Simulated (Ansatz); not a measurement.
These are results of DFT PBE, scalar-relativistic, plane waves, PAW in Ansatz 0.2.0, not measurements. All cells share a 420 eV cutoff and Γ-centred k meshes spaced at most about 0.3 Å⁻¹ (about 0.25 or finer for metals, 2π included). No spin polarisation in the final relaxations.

These are static total energies at zero pressure.

Two relaxed structures of Al:

A.

```
CELL_PARAMETERS angstrom
0.00000 2.02042 2.02042
2.02042 0.00000 2.02042
2.02042 2.02042 0.00000
ATOMIC_POSITIONS crystal
Al 0.00000 0.00000 0.00000
```

B.

```
CELL_PARAMETERS angstrom
3.91572 0.00000 0.00000
0.00000 3.91572 0.00000
0.00000 0.00000 3.91572
ATOMIC_POSITIONS crystal
Al 0.00000 0.50000 0.50000
Al 0.50000 0.00000 0.50000
Al 0.50000 0.50000 0.00000
```

Task: Which is lower in energy, and by how much?

Result: A is lower, by 209 meV/atom. A has the fcc type, space group Fm-3m (No. 225), 16.5 Å³/atom and no gap on its mesh; B has space group Pm-3m (No. 221), 20.0 Å³/atom and no gap. Counting all near atoms (those within 1.25 times the shortest distance at each site), A has Al 12 and B has Al 8. The denser one is the lower, and pressure would at first widen the difference. Both come from invented guesses. The part of the Crystallography Open Database at hand lists Al in space groups No. 225, 229; sharing a group (Fm-3m) doesn't make a cell the listed structure.

Cells relaxed within their symmetry can be saddle points.
